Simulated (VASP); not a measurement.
Te2Pt (Moncheite):

```
CELL_PARAMETERS angstrom
4.01000 0.00000 0.00000
-2.00500 3.47276 0.00000
0.00000 0.00000 5.20100
ATOMIC_POSITIONS crystal
Te 0.33333 0.66667 0.25000
Te 0.66667 0.33333 0.75000
Pt 0.00000 0.00000 0.00000
```

| Quantity | Value |
| --- | --- |
| Program | VASP 6.6.1 |
| Task | relaxation of cell and atoms |
| Functional | PBEsol |
| Potentials or basis | VASP PAW PBE potentials, release 64 (Te, Pt) |
| Cutoff | 600 eV |
| k mesh | 12 × 12 × 7 |
| Occupations | methfessel-paxton, width 0.1 eV |
| Spin | no spin polarisation |

At the start: pressure 4.0 GPa; volume 24.14 Å³/atom.

Q: Where does the relaxation end?

A: Over 13 steps the energy falls by 18.9 meV/atom and the volume is 24.19 Å³/atom (+0.2 %); space group P-3m1 (No. 164, to 0.05 Å).

The path:
| step | energy change (eV) | largest force (eV/Å) | pressure (GPa) | volume (Å³) |
| --- | --- | --- | --- | --- |
| 1 | 0.0000 | 0.7915 | 3.95 | 72.43 |
| 2 | 0.0594 | 0.4603 | -6.27 | 78.85 |
| 3 | -0.0395 | 0.2472 | -0.56 | 74.79 |
| 4 | -0.0395 | 0.2570 | -0.47 | 74.75 |
| 5 | -0.0460 | 0.1848 | -0.33 | 74.27 |
| 6 | -0.0526 | 0.0256 | 0.07 | 73.17 |
| 7 | -0.0554 | 0.0354 | -0.31 | 73.04 |
| 8 | -0.0559 | 0.0704 | -0.54 | 72.97 |
| 9 | -0.0566 | 0.0008 | 0.24 | 72.27 |
| 10 | -0.0568 | 0.0199 | 0.06 | 72.47 |
| 11 | -0.0568 | 0.0223 | 0.02 | 72.49 |
| 12 | -0.0568 | 0.0175 | -0.02 | 72.52 |
| 13 | -0.0568 | 0.0090 | -0.05 | 72.56 |

Final structure:
```xyz
3
Lattice="4.0441 0.0000 0.0000 -2.0221 3.5023 0.0000 0.0000 0.0000 5.1229" Properties=species:S:1:pos:R:3 pbc="T T T"
Te    0.0000    2.3349    1.3478
Te    2.0221    1.1674    3.7751
Pt    0.0000    0.0000    0.0000
```

Caveat: the PAW data sets were made with another functional, which shifts forces and pressure a little.
